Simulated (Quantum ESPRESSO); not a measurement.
Set up this calculation in Quantum ESPRESSO 7.5, as the native input.

```
Task                        : phonon dispersion
Functional                  : LDA
Potentials or basis         : PseudoDojo 0.4.1 SR LDA standard
Cutoff                      : 1143 eV
Density cutoff              : 4572 eV
k mesh                      : 10 × 10 × 10
Occupations                 : cold, width 0.2 eV
Spin                        : no spin polarisation
Form of the LDA correlation : PW92
Mixing beta                 : 0.5
Most SCF iterations         : 120
SCF threshold               : 4e-10 Ry
q mesh                      : 2 × 2 × 2
```

The system is HfN.

```
Hf N
1.0
     0.00000    2.25600    2.25600
     2.25600    0.00000    2.25600
     2.25600    2.25600    0.00000
Hf N
1 1
Cartesian
  0.0000 0.0000 0.0000
  2.2560 2.2560 2.2560
```

One way to write it, as run:

pw.in

```
&CONTROL
  calculation = 'scf'
  prefix = 'pwscf'
  outdir = './tmp'
  pseudo_dir = './pseudo'
  tprnfor = .true.
  tstress = .true.
  disk_io = 'low'
/
&SYSTEM
  ibrav = 0
  nat = 2
  ntyp = 2
  ecutwfc = 84
  nbnd = 15
  occupations = 'smearing'
  smearing = 'mv'
  degauss = 0.01469973
/
&ELECTRONS
  conv_thr = 4d-10
  electron_maxstep = 120
  mixing_beta = 0.5
/
ATOMIC_SPECIES
Hf   178.4900 Hf.upf
N     14.0070 N.upf
CELL_PARAMETERS angstrom
   0.0000000000    2.2560000000    2.2560000000
   2.2560000000    0.0000000000    2.2560000000
   2.2560000000    2.2560000000    0.0000000000
ATOMIC_POSITIONS crystal
Hf     0.0000000000    0.0000000000    0.0000000000
N      0.5000000000    0.5000000000    0.5000000000
K_POINTS automatic
10 10 10 0 0 0
```

relax.in

```
&CONTROL
  calculation = 'vc-relax'
  prefix = 'pwscf'
  outdir = './tmp'
  pseudo_dir = './pseudo'
  tprnfor = .true.
  tstress = .true.
  disk_io = 'low'
  nstep = 40
  forc_conv_thr = 0.0001
  etot_conv_thr = 1d-06
/
&SYSTEM
  ibrav = 0
  nat = 2
  ntyp = 2
  ecutwfc = 84
  nbnd = 15
  occupations = 'smearing'
  smearing = 'mv'
  degauss = 0.01469973
/
&ELECTRONS
  conv_thr = 4d-10
  electron_maxstep = 120
  mixing_beta = 0.5
/
&IONS
  ion_dynamics = 'bfgs'
/
&CELL
  cell_dynamics = 'bfgs'
  press = 0
  press_conv_thr = 0.2
/
ATOMIC_SPECIES
Hf   178.4900 Hf.upf
N     14.0070 N.upf
CELL_PARAMETERS angstrom
   0.0000000000    2.2560000000    2.2560000000
   2.2560000000    0.0000000000    2.2560000000
   2.2560000000    2.2560000000    0.0000000000
ATOMIC_POSITIONS crystal
Hf     0.0000000000    0.0000000000    0.0000000000
N      0.5000000000    0.5000000000    0.5000000000
K_POINTS automatic
10 10 10 0 0 0
```

scf2.in

```
&CONTROL
  calculation = 'scf'
  prefix = 'pwscf'
  outdir = './tmp'
  pseudo_dir = './pseudo'
  tprnfor = .true.
  tstress = .true.
  disk_io = 'low'
/
&SYSTEM
  ibrav = 0
  nat = 2
  ntyp = 2
  ecutwfc = 84
  nbnd = 15
  occupations = 'smearing'
  smearing = 'mv'
  degauss = 0.01469973
/
&ELECTRONS
  conv_thr = 1d-13
  electron_maxstep = 120
  mixing_beta = 0.5
  startingpot = 'file'
  startingwfc = 'file'
/
ATOMIC_SPECIES
Hf   178.4900 Hf.upf
N     14.0070 N.upf
CELL_PARAMETERS angstrom
   0.0000000000    2.2233002626    2.2233002626
   2.2233002626    0.0000000000    2.2233002626
   2.2233002626    2.2233002626    0.0000000000
ATOMIC_POSITIONS crystal
Hf     0.0000000000    0.0000000000    0.0000000000
N      0.5000000000    0.5000000000    0.5000000000
K_POINTS automatic
10 10 10 0 0 0
```

ph.in

```
phonon_bands of HfN
&INPUTPH
  prefix = 'pwscf'
  outdir = './tmp'
  tr2_ph = 1d-18
  fildyn = 'dyn'
  niter_ph = 90
  alpha_mix(1) = 0.4
  ldisp = .true.
  nq1 = 2
  nq2 = 2
  nq3 = 2
/
```

q2r.in

```
&INPUT
  fildyn = 'dyn'
  zasr = 'crystal'
  flfrc = 'fc'
/
```

matdyn.in

```
&INPUT
  asr = 'crystal'
  flfrc = 'fc'
  flfrq = 'freq'
  q_in_cryst_coord = .true.
  flvec = ' '
/
80
 0.0000000000  0.0000000000  0.0000000000
 0.0454545455  0.0000000000  0.0454545455
 0.0909090909  0.0000000000  0.0909090909
 0.1363636364  0.0000000000  0.1363636364
 0.1818181818  0.0000000000  0.1818181818
 0.2272727273  0.0000000000  0.2272727273
 0.2727272727  0.0000000000  0.2727272727
 0.3181818182  0.0000000000  0.3181818182
 0.3636363636  0.0000000000  0.3636363636
 0.4090909091  0.0000000000  0.4090909091
 0.4545454545  0.0000000000  0.4545454545
 0.5000000000  0.0000000000  0.5000000000
 0.5000000000  0.0500000000  0.5500000000
 0.5000000000  0.1000000000  0.6000000000
 0.5000000000  0.1500000000  0.6500000000
 0.5000000000  0.2000000000  0.7000000000
 0.5000000000  0.2500000000  0.7500000000
 0.4687500000  0.2812500000  0.7500000000
 0.4375000000  0.3125000000  0.7500000000
 0.4062500000  0.3437500000  0.7500000000
 0.3750000000  0.3750000000  0.7500000000
 0.3461538462  0.3461538462  0.6923076923
 0.3173076923  0.3173076923  0.6346153846
 0.2884615385  0.2884615385  0.5769230769
 0.2596153846  0.2596153846  0.5192307692
 0.2307692308  0.2307692308  0.4615384615
 0.2019230769  0.2019230769  0.4038461538
 0.1730769231  0.1730769231  0.3461538462
 0.1442307692  0.1442307692  0.2884615385
 0.1153846154  0.1153846154  0.2307692308
 0.0865384615  0.0865384615  0.1730769231
 0.0576923077  0.0576923077  0.1153846154
 0.0288461538  0.0288461538  0.0576923077
 0.0000000000  0.0000000000  0.0000000000
 0.0454545455  0.0454545455  0.0454545455
 0.0909090909  0.0909090909  0.0909090909
 0.1363636364  0.1363636364  0.1363636364
 0.1818181818  0.1818181818  0.1818181818
 0.2272727273  0.2272727273  0.2272727273
 0.2727272727  0.2727272727  0.2727272727
 0.3181818182  0.3181818182  0.3181818182
 0.3636363636  0.3636363636  0.3636363636
 0.4090909091  0.4090909091  0.4090909091
 0.4545454545  0.4545454545  0.4545454545
 0.5000000000  0.5000000000  0.5000000000
 0.5178571429  0.4642857143  0.5178571429
 0.5357142857  0.4285714286  0.5357142857
 0.5535714286  0.3928571429  0.5535714286
 0.5714285714  0.3571428571  0.5714285714
 0.5892857143  0.3214285714  0.5892857143
 0.6071428571  0.2857142857  0.6071428571
 0.6250000000  0.2500000000  0.6250000000
 0.5937500000  0.2500000000  0.6562500000
 0.5625000000  0.2500000000  0.6875000000
 0.5312500000  0.2500000000  0.7187500000
 0.5000000000  0.2500000000  0.7500000000
 0.5000000000  0.2750000000  0.7250000000
 0.5000000000  0.3000000000  0.7000000000
 0.5000000000  0.3250000000  0.6750000000
 0.5000000000  0.3500000000  0.6500000000
 0.5000000000  0.3750000000  0.6250000000
 0.5000000000  0.4000000000  0.6000000000
 0.5000000000  0.4250000000  0.5750000000
 0.5000000000  0.4500000000  0.5500000000
 0.5000000000  0.4750000000  0.5250000000
 0.5000000000  0.5000000000  0.5000000000
 0.4861111111  0.4861111111  0.5277777778
 0.4722222222  0.4722222222  0.5555555556
 0.4583333333  0.4583333333  0.5833333333
 0.4444444444  0.4444444444  0.6111111111
 0.4305555556  0.4305555556  0.6388888889
 0.4166666667  0.4166666667  0.6666666667
 0.4027777778  0.4027777778  0.6944444444
 0.3888888889  0.3888888889  0.7222222222
 0.3750000000  0.3750000000  0.7500000000
 0.6250000000  0.2500000000  0.6250000000
 0.5937500000  0.1875000000  0.5937500000
 0.5625000000  0.1250000000  0.5625000000
 0.5312500000  0.0625000000  0.5312500000
 0.5000000000  0.0000000000  0.5000000000
```

matdyn_dos.in

```
&INPUT
  asr = 'crystal'
  flfrc = 'fc'
  dos = .true.
  fldos = 'phdos'
  nk1 = 15
  nk2 = 15
  nk3 = 15
  deltaE = 1
  flvec = ' '
  flfrq = ' '
/
```

matdyn_mesh.in

```
&INPUT
  asr = 'crystal'
  flfrc = 'fc'
  flfrq = 'mesh'
  q_in_cryst_coord = .true.
  flvec = ' '
/
1000
 0.05000000  0.05000000  0.05000000
 0.05000000  0.05000000  0.15000000
 0.05000000  0.05000000  0.25000000
[... 997 further points of the even 10 x 10 x 10 mesh, shifted by half a step ...]
```

Potentials or basis: PseudoDojo 0.4.1 SR LDA standard.

Launch:

```sh
$ OMP_NUM_THREADS=1 mpirun -n 4 pw.x -nk 4 -in pw.in > pw.out
$ OMP_NUM_THREADS=1 mpirun -n 4 pw.x -nk 4 -in relax.in > relax.out
$ OMP_NUM_THREADS=1 mpirun -n 4 pw.x -nk 4 -in scf2.in > scf2.out
$ OMP_NUM_THREADS=1 mpirun -n 4 ph.x -nk 4 -in ph.in > ph.out
$ OMP_NUM_THREADS=1 mpirun -n 1 q2r.x -in q2r.in > q2r.out
$ OMP_NUM_THREADS=1 mpirun -n 1 matdyn.x -in matdyn.in > matdyn.out
$ OMP_NUM_THREADS=1 mpirun -n 1 matdyn.x -in matdyn_dos.in > matdyn_dos.out
$ OMP_NUM_THREADS=1 mpirun -n 1 matdyn.x -in matdyn_mesh.in > matdyn_mesh.out
```

It gave:

| Property | Result |
| --- | --- |
| Relaxed volume | 10.99 Å³/atom |
| Relaxed cell | a = 3.144 Å, b = 3.144 Å, c = 3.144 Å, α = 60.00°, β = 60.00°, γ = 60.00° |
| Space group after relaxing (to 0.05 Å) | Fm-3m (No. 225) |
| Pressure after relaxing | 0.0 GPa |
| Band gap on the k mesh | none (metal or under the smearing width) |
| Highest phonon frequency | 554 cm⁻¹ |
| Zero-point energy | 0.062 eV/atom |

Caveat: the q mesh is small, so phonon branches between its points and thermal values are rough.

Wall time 6.6 min on 4 MPI ranks on Arm Neoverse V2, on a shared host, peak memory 0.28 GiB a rank.
